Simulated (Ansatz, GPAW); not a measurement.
Given: the input of a run of GPAW 26.7.0 (ASE script) on ZnS. 

run.py

```python
from ase import Atoms
from ase.dft.bandgap import bandgap
from ase.io import write
from ase.units import GPa
from gpaw import GPAW, PW

atoms = Atoms(['Zn', 'S'],
              cell=[[0.0, 2.702, 2.702],
                    [2.702, 0.0, 2.702],
                    [2.702, 2.702, 0.0]],
              scaled_positions=[[0.75, 0.75, 0.75],
                                [0.0, 0.0, 0.0]],
              pbc=True)

calc = GPAW(mode=PW(600),
            xc='PBE',
            kpts={'size': (9, 9, 9), 'gamma': True},
            occupations={'name': 'methfessel-paxton', 'order': 0, 'width': 0.028999999999999998},
            nbands=18,
            convergence={'density': 1e-05, 'energy': 1e-05},
            maxiter=150,
            txt='gpaw.txt')
atoms.calc = calc
energy = atoms.get_potential_energy()
forces = atoms.get_forces()
stress = atoms.get_stress()
calc.write('gs.gpw')
write('result.traj', atoms)
print(f'Energy: {energy:.6f} eV')
print('Forces (eV/A):')
print(forces.round(4))
print('Stress (GPa):', (stress / GPa).round(3))
print('Fermi level:', round(calc.get_fermi_level(), 4), 'eV')
print(f'Gap: {bandgap(calc)[0]:.4f} eV, direct: {bandgap(calc, direct=True)[0]:.4f} eV')
```

Potentials or basis: GPAW PAW data sets (gpaw-data 1.2.1), pw.

The run is started by

```console
$ OMP_NUM_THREADS=1 python run.py
```

Question: Translate it to Ansatz 0.2.0. Potentials or basis there: all-electron LAPW, scalar-relativistic.

Answer: As run (cutoffs and basis follow the program's own potentials, and thresholds, step limits or extra output files can differ):

File input.yaml:

```yaml
crystal:
  lattice:
    - [0.0, 2.702, 2.702]
    - [2.702, 0.0, 2.702]
    - [2.702, 2.702, 0.0]
  atoms:
    - { symbol: Zn, position: [0.75, 0.75, 0.75] }
    - { symbol: S, position: [0.0, 0.0, 0.0] }
kpoints:
  mp_grid: { grid: [9, 9, 9] }
scf:
  occupations: { method: gaussian, width: 0.029 }
hamiltonian:
  xc: pbe
  pseudopotentials: { kind: all_electron, lapw: { basis_error: 0.001 } }
output:
  forces: true
  stress: true
  eigenvalues: true
```

Potentials or basis: all-electron LAPW, scalar-relativistic.

Launch:

```bash
$ ansatz run input.yaml --threads 1 --pin off --max-ram 3072MiB --backend cpu --events-out ev --progress --plain --runs-dir out
```

Both were run:

|  | GPAW | Ansatz |
| --- | --- | --- |
| Pressure | 1.6 GPa | 1.6 GPa |

Where Ansatz's input types no cutoff or centring, it takes its own default and a Γ-centred mesh.

Pressure is positive in compression.
